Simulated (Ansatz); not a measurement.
The system is TiO2.

```
Ti O
1.0
     4.59984    0.00000    0.00000
     0.00000    4.59984    0.00000
     0.00000    0.00000    2.95921
Ti O
2 4
Direct
  0.00000 0.00000 0.50000
  0.50000 0.50000 0.00000
  0.30432 0.30432 0.50000
  0.19568 0.80432 0.00000
  0.80432 0.19568 0.00000
  0.69568 0.69568 0.50000
```

The cell is a database's computed one.

Base run:

```yaml
Program: Ansatz 0.2.0
Functional: PBE
Potentials_or_basis: Ansatz PAW
Cutoff: 300 eV
Density_cutoff: 1200 eV
k_mesh: 6 × 6 × 9
Occupations: fermi-dirac, width 0.05 eV
Spin: no spin polarisation
```

Its results: band gap on the k mesh 1.82 eV, direct; pressure 2.3 GPa; largest force 0.065 eV/Å.

**Question.** The run is repeated on the same cell with these changes: functional from PBE to r2SCAN; cutoff from 300 eV to 500 eV (not typed: the program's choice for these potentials); hubbard terms from none to Ti d U = 6 eV; hubbard projectors from none to ortho-atomic (the default). What comes out?

**Answer.** Band gap on the k mesh 2.98 eV, indirect (least direct gap 3.08 eV); pressure 5.0 GPa; largest force 0.050 eV/Å.

Several settings changed at once, so the effect can't be laid on one alone.

Caveats: odd divisions of the mesh miss points on the zone boundary, where band edges often lie, so the gap on the mesh can be too wide (some runs); the pressure holds a Pulay correction of +34.1 GPa for the finite cutoff (some runs); the cutoff lies under the one recommended for these potentials (some runs); the PAW data sets come from PBE, with cores solved anew for the run's functional, which leaves a small shift of forces and pressure (some runs).
